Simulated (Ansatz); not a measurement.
Crystal: CdSe.

```
Cd Se
1.0
     0.00000    2.87396    2.87396
     2.87396    0.00000    2.87396
     2.87396    2.87396    0.00000
Cd Se
1 1
Direct
  0.00000 0.00000 0.00000
  0.50000 0.50000 0.50000
```

Measurements of this composition are mostly on another form, of space group No. 186.

| Item | Value |
| --- | --- |
| Program | Ansatz 0.2.0 |
| Task | relaxation of cell and atoms |
| Functional | PBE |
| Dispersion | D4 |
| Potentials or basis | Ansatz PAW |
| Cutoff | 420 eV (not typed: the program's choice for these potentials) |
| k mesh | 8 × 8 × 8 |
| Occupations | fermi-dirac, width 0.05 eV |
| Spin | no spin polarisation |

At the start: volume 23.74 Å³/atom.

Q: How do energy, volume and symmetry change on relaxing?

A: It ends after 5 steps and the volume is 22.65 Å³/atom (-4.6 %); space group Fm-3m (No. 225, to 0.05 Å).

Step by step:
```tsv
step	energy change (eV)	largest force (eV/Å)	volume (Å³)
1	0.0000	0.0000	47.48
2	-0.0127	0.0000	43.96
3	-0.0210	0.0000	45.42
4	-0.0211	0.0000	45.29
5	-0.0205	0.0000	45.29
```

Final structure:
```cif
data_structure
_symmetry_space_group_name_H-M 'P 1'
_symmetry_Int_Tables_number 1
_cell_length_a 4.0011
_cell_length_b 4.0011
_cell_length_c 4.0011
_cell_angle_alpha 60.000
_cell_angle_beta 60.000
_cell_angle_gamma 60.000
_cell_volume 45.29
loop_
_atom_site_label
_atom_site_type_symbol
_atom_site_fract_x
_atom_site_fract_y
_atom_site_fract_z
_atom_site_occupancy
Cd1 Cd 0.00000 0.00000 0.00000 1
Se1 Se 0.50000 0.50000 0.50000 1
```

Caveat: the plane-wave basis is chosen anew once the cell has moved, so the energies of steps on either side of that aren't comparable; pairwise dispersion overbinds metals, which lowers pressure and volume.
